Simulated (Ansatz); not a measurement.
Input, command and steps of an Ansatz relaxation.

```yaml
crystal:
  lattice:
    - [4.0175008282, 0.0, 0.0]
    - [-2.0087504141, 3.4792577769, 0.0]
    - [0.0, 0.0, 4.8894030878]
  atoms:
    - { symbol: Al, position: [0.0, 0.0, 0.0] }
    - { symbol: Al, position: [0.3333333333, 0.6666666667, 0.3507638623] }
    - { symbol: Al, position: [0.6666666667, 0.3333333333, 0.6492361377] }
    - { symbol: Cu, position: [0.3333333333, 0.6666666667, 0.8407944464] }
    - { symbol: Cu, position: [0.6666666667, 0.3333333333, 0.1592055536] }
basis:
  ecutwfc: 500
kpoints:
  mp_grid: { grid: [12, 12, 8] }
hamiltonian:
  xc: r2scan
scf:
  occupations: { method: gaussian, width: 0.1 }
output:
  forces: true
  stress: true
  eigenvalues: true
relax:
  adjacent_minimum: "off"
  f_tol: 0.01
  max_steps: 30
  cell: { stress_tol: 0.1, fix: [volume] }
```

```bash
ansatz run input.yaml --threads 1 --pin off --max-ram 2560MiB --backend cpu --events-out ev --progress --plain --runs-dir out
```

Computed with Ansatz, DFT r2SCAN, scalar-relativistic, plane waves, PAW.

The volume is held at 0.94 times that of the relaxed cell.

Of 4 frames 3 are shown, positions in Å and forces in eV/Å; the SCF threshold varies from step to step. Steps run on the plane waves of an earlier cell, with a Pulay correction in the pressure. The basis is chosen afresh for the last frame, the zero of the energies, and at times for earlier ones too; energy and pressure step there, also at an unchanged geometry.

```xyz
5
Lattice="4.0175 0.0000 0.0000 -2.0088 3.4793 0.0000 0.0000 0.0000 4.8894" Properties=species:S:1:pos:R:3:forces:R:3 pbc="T T T" step=1 free_energy_over_end_meV_per_atom=0.03 pressure_GPa=8.37
Al    0.0000    0.0000    0.0000    0.0000    0.0000    0.0000
Al    0.0000    2.3195    1.7150    0.0000    0.0000    0.0211
Al    2.0088    1.1598    3.1744    0.0000    0.0000   -0.0211
Cu    0.0000    2.3195    4.1110    0.0000    0.0000    0.0205
Cu    2.0088    1.1598    0.7784    0.0000    0.0000   -0.0205
5
Lattice="4.0170 0.0000 0.0000 -2.0085 3.4788 0.0000 0.0000 0.0000 4.8906" Properties=species:S:1:pos:R:3:forces:R:3 pbc="T T T" step=2 free_energy_over_end_meV_per_atom=0.01 pressure_GPa=8.35
Al    0.0000    0.0000    0.0000    0.0000    0.0000    0.0000
Al    0.0000    2.3192    1.7171    0.0000    0.0000    0.0052
Al    2.0085    1.1596    3.1735    0.0000    0.0000   -0.0052
Cu    0.0000    2.3192    4.1134    0.0000    0.0000    0.0138
Cu    2.0085    1.1596    0.7772    0.0000    0.0000   -0.0138
5
Lattice="4.0171 0.0000 0.0000 -2.0085 3.4789 0.0000 0.0000 0.0000 4.8904" Properties=species:S:1:pos:R:3:forces:R:3 pbc="T T T" step=4 free_energy_over_end_meV_per_atom=0.00 pressure_GPa=8.35
Al    0.0000    0.0000    0.0000    0.0000    0.0000    0.0000
Al    0.0000    2.3193    1.7182    0.0000    0.0000   -0.0019
Al    2.0085    1.1596    3.1723    0.0000    0.0000    0.0019
Cu    0.0000    2.3193    4.1149    0.0000    0.0000    0.0026
Cu    2.0085    1.1596    0.7755    0.0000    0.0000   -0.0026
```

The run took 39 s on 1 thread of AMD EPYC 9R45 96-Core Processor (Zen 5), on a shared host, peak memory 0.75 GiB.